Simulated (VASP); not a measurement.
A run of VASP 6.6.1 is set up as follows.

File INCAR:

```
ALGO = Normal ; EDIFF = 1E-7
ENCUT = 520 ; GGA = PE
ISIF = 2 ; ISMEAR = -1
LASPH = True ; LCHARG = False
LREAL = False ; LWAVE = False
NBANDS = 46 ; NELM = 100
PREC = Accurate ; SIGMA = 0.05
```

KPOINTS

```
k-points
0
Gamma
  6 6 6
```

File POSCAR:

```
GaAgSe2
1.0
   -2.9960500000      2.9960500000      5.4415000000
    2.9960500000     -2.9960500000      5.4415000000
    2.9960500000      2.9960500000     -5.4415000000
Ag Se Ga
2 4 2
Direct
    0.7500000000      0.2500000000      0.5000000000
    0.0000000000      0.0000000000      0.0000000000
    0.1633000000      0.6250000000      0.0383000000
    0.8750000000      0.8367000000      0.4617000000
    0.5867000000      0.1250000000      0.9617000000
    0.3750000000      0.4133000000      0.5383000000
    0.2500000000      0.7500000000      0.5000000000
    0.5000000000      0.5000000000      0.0000000000
```

Potentials or basis: VASP PAW PBE potentials, release 64 (Ag, Se, Ga_d).

Run with:

```bash
$ cat potpaw_PBE.64/Ag/POTCAR potpaw_PBE.64/Se/POTCAR potpaw_PBE.64/Ga_d/POTCAR > POTCAR
$ mpirun -np 1 vasp_std > vasp.out
```

(1) Predict the pressure.

(2) Predict the band gap on the k mesh.

(3) Predict the largest force.

Answers

(1) 3.5 GPa.

(2) 0.53 eV, direct.

(3) 0.593 eV/Å.
